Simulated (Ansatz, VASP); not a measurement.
**Os in VASP and in Ansatz**

File INCAR:

```
ALGO = Normal ; EDIFF = 1E-7
ENCUT = 520 ; GGA = PE
ISIF = 2 ; ISMEAR = -1
LASPH = True ; LCHARG = False
LREAL = False ; LWAVE = False
NBANDS = 15 ; NELM = 60
PREC = Accurate ; SIGMA = 0.05
```

KPOINTS

```
k-points
0
Gamma
  6 6 4
```

File POSCAR:

```
Os
1.0
    2.7341000000      0.0000000000      0.0000000000
   -1.3670500000      2.3678000565      0.0000000000
    0.0000000000      0.0000000000      4.3197000000
Os
2
Direct
    0.6666666667      0.3333333333      0.7500000000
    0.3333333333      0.6666666667      0.2500000000
```

File input.yaml:

```yaml
crystal:
  lattice:
    - [2.7341, 0.0, 0.0]
    - [-1.36705, 2.3678000565, 0.0]
    - [0.0, 0.0, 4.3197]
  atoms:
    - { symbol: Os, position: [0.6666666667, 0.3333333333, 0.75] }
    - { symbol: Os, position: [0.3333333333, 0.6666666667, 0.25] }
hamiltonian:
  xc: pbe
  pseudopotentials: { kind: paw }
kpoints:
  mp_grid: { grid: [6, 6, 4] }
  band_path:
    path:
      - [[0.0, 0.0, 0.0], [0.5, 0.0, 0.0], [0.3333333333, 0.3333333333, 0.0], [0.0, 0.0, 0.0], [0.0, 0.0, 0.5], [0.5, 0.0, 0.5], [0.3333333333, 0.3333333333, 0.5], [0.0, 0.0, 0.5]]
      - [[0.5, 0.0, 0.5], [0.5, 0.0, 0.0]]
      - [[0.3333333333, 0.3333333333, 0.0], [0.3333333333, 0.3333333333, 0.5]]
    npoints: 14
scf:
  occupations: { method: fermi_dirac, width: 0.05 }
  n_extra_bands: 6
output:
  forces: true
  stress: true
  eigenvalues: true
  fatbands: false
  write_density: true
  write_potential: true
  elf: true
  volumetric_format: npy
```

Alike in both runs: functional PBE; k mesh 6 × 6 × 4; occupations fermi-dirac, width 0.05 eV; no spin polarisation.

```csv
,VASP,Ansatz
version,VASP 6.6.1,Ansatz 0.2.0
potentials or method,"VASP PAW PBE potentials, release 64 (Os)",Ansatz PAW
plane-wave cutoff (eV),520,420
valence electrons in the cell,16,32
task,single point,band structure
```

VASP gave:

| Item | Value |
| --- | --- |
| gap on the k mesh at the Fermi level (eV) | none |
| pressure (GPa) | 9.5 |
| largest component of the traceless stress (GPa) | 4.17 |

What did Ansatz give for the same quantities?

gap on the k mesh at the Fermi level (eV): none; pressure (GPa): 9.5; largest component of the traceless stress (GPa): 4.10.

A gap of «none» marks a metal or a gap that the smearing closes. The functional is the same, so the differences come from potentials, cutoffs and numerics. The two sets of potentials don't hold the same shells in valence.

Caveats: the k mesh is coarse (spacing up to 0.44 Å⁻¹), so the values aren't converged; spin-orbit coupling is left out, which moves the levels of the heavy elements (Ansatz). The runs have no spin-orbit coupling, so splittings on Os are missing.
